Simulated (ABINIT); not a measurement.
Runs of ABINIT 10.8.3 (patched build) on CdF2. Symmetry: Fm-3m, No. 225, cubic system. Conventional cell: a = 5.388 Å, b = 5.388 Å, c = 5.388 Å, α = 90.00°, β = 90.00°, γ = 90.00°. Around Cd (site symmetry m-3m) lie 8 F at 2.33 Å. Around F (site symmetry -43m) lie 4 Cd at 2.33 Å. 

```csv
task,level,potentials or basis,k mesh,cutoff (eV),fine-grid cutoff,gap on the mesh (eV),pressure (GPa)
single point,PBEsol,JTH PAW PBE v2.0,12 × 12 × 12,626,1224.51 eV,2.91,-0.5
band structure,WC,JTH PAW PBE v2.0,9 × 9 × 9,626,1224.51 eV,2.96,-0.5
band structure,PBEsol,JTH PAW PBE v2.0,9 × 9 × 9,626,1224.51 eV,2.93,-0.5
band structure,HCTH407,JTH PAW PBE v2.0,9 × 9 × 9,626,1224.51 eV,(a),9.2
band structure,PBE,JTH PAW PBE v2.0,9 × 9 × 9,626,1224.51 eV,3.10,5.1
single point,r2SCAN,JTH PAW PBE v2.0,7 × 7 × 7,762,1360.57 eV,(c),-
single point,LDA,JTH PAW LDA v2.0,7 × 7 × 7,626,1224.51 eV,(b),-6.0
```

Alike in all rows: no spin polarisation; cell as given; smearing fermi-dirac 0.05 eV.

Problem. Estimate the missing entries.

Solution. (a) 3.75; (b) 2.83; (c) 3.82.

Caveats: the PAW data sets were made with another functional, which shifts forces and pressure a little (some runs); an odd mesh through Γ misses points on the zone boundary, where band edges often lie (some runs).

A k mesh can miss the band edges, and the runs leave out spin-orbit coupling on Cd.

Not every run made on this cell is shown here.
